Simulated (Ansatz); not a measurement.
NaCl (zincblende), relaxed with r2SCAN: 5 runs in Ansatz 0.2.0, each a calculation of independent-particle optics. Space group F-43m (No. 216), cubic; conventional cell a = 6.175 Å, 29.43 Å³ an atom. Around Na lie 4 Cl at 2.67 Å; around Cl lie 4 Na at 2.67 Å. (Calculated; spin-unpolarised; the phase may be known or hypothetical.)

```xyz
2
Lattice="0.0000 3.0873 3.0873 3.0873 0.0000 3.0873 3.0873 3.0873 0.0000" Properties=species:S:1:pos:R:3 pbc="T T T"
Na    0.0000    0.0000    0.0000
Cl    1.5436    1.5436    1.5436
```

On meshes this coarse, single peaks can be features of the mesh. No local fields, no excitons; the zone sum runs over the cells of the mesh, and ε∞ includes the bands left out of the spectrum. Up to four peaks are listed, those above 15 % of the tallest and inside the complete range; the four can differ from row to row. Rows marked drawn have settings drawn at random (some not listed).

```csv
functional,k mesh,broadening (eV),scissors (eV),range (eV),settings,direct gap on the mesh before scissors (eV),ε∞ xx,ε∞ yy,ε∞ zz,complete up to (eV),tallest peaks of mean ε₂ (eV)
PBE,6×6×6,0.1,0.00,0–20,chosen,4.94,2.32,2.32,2.32,20.0,9.50 10.30 10.55 11.30
r2SCAN,6×6×6,0.1,0.00,0–20,chosen,5.55,2.20,2.20,2.20,20.0,10.25 11.15 11.35 12.10
PBE,6×6×6,0.1,1.30 (to HSE06),0–20,chosen,4.94,2.17,2.17,2.17,20.0,10.85 11.60 11.85 12.60
LDA,6×6×6,0.4,1.00,0–30,drawn,4.54,2.29,2.29,2.29,30.0,8.60 11.20 16.40
PBE,6×6×6,0.05,1.00,2–30,drawn,4.94,2.20,2.20,2.20,30.0,10.50 11.30 11.50 12.30
```
